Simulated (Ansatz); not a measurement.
Cu (fcc type), DFT, PBE, PAW with Ansatz's default frozen-core files, scalar-relativistic (Ansatz 0.2.0), on 1 thread of Arm Neoverse V1 (shared host).

Command: `ansatz run input.yaml --threads 1 --pin off --max-ram 3584MiB --backend cpu --events-out ev --progress --plain --runs-dir out`

```yaml
crystal:
  lattice:
    - [0.0, 1.6127176558, 1.6127176558]
    - [1.6127176558, 0.0, 1.6127176558]
    - [1.6127176558, 1.6127176558, 0.0]
  atoms:
    - { symbol: Cu, position: [0.0, 0.0, 0.0] }
kpoints:
  mp_grid: { grid: [20, 20, 20] }
scf:
  occupations: { method: fermi_dirac, width: 0.05 }
hamiltonian:
  xc: pbe
  pseudopotentials: { kind: paw }
output:
  forces: true
  stress: true
  eigenvalues: true
relax:
  f_tol: 0.005
  max_steps: 40
  cell: { p_target: 120.0, stress_tol: 0.06 }
```

Problem. How large is the problem that the program sets up?

Solution. 256 irreducible k-points, 169 plane waves at Γ, 14 bands.

Problem. About how long does it take?

Solution. 11 s of wall time for 19 SCF iterations over 3 geometries. Times on shared machines scatter by tens of per cent.
